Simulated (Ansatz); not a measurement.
Runs of Ansatz 0.2.0 on CO2. Symmetry: I-42d, No. 122, tetragonal system. Conventional cell: a = 3.949 Å, b = 3.949 Å, c = 6.028 Å, α = 90.00°, β = 90.00°, γ = 90.00°. O (site symmetry 2) is surrounded by 2 C at 1.40 Å. C (site symmetry -4) is surrounded by 4 O at 1.40 Å. The cell comes from a database or a generator and needn't be the stable form of this composition.

| task | level | cell | cutoff (eV) | points for each segment of the path | gap on the mesh (eV) | pressure (GPa) | largest force (eV/Å) |
| --- | --- | --- | --- | --- | --- | --- | --- |
| band structure | LDA | as given | 420 | 14 | 7.46 | -14.0 | 0.55 |
| relaxation of cell and atoms | LDA | relaxed | 420 | - | (b) | 0.0 | - |
| band structure | PBEsol | as given | 420 | 14 | 7.59 | -6.6 | (a) |
| band structure | r2SCAN | as given | 500 | 14 | 8.52 | (c) | 0.27 |

Alike in all rows: potentials or basis Ansatz PAW; no spin polarisation; k mesh 9 × 9 × 9; smearing fermi-dirac 0.05 eV.

Q: Fill in the values left out.

A: (a) 0.21; (b) 7.63; (c) -7.9.

Caveats: the PAW data sets come from PBE, with cores solved anew for the run's functional, which leaves a small shift of forces and pressure; odd divisions of the mesh miss points on the zone boundary, where band edges often lie, so the gap on the mesh can be too wide (some runs); the plane-wave basis is chosen anew once the cell has moved, so the energies of steps on either side of that aren't comparable (some runs).

A k mesh can miss the band edges.

Runs at the PBE level aren't shown here.
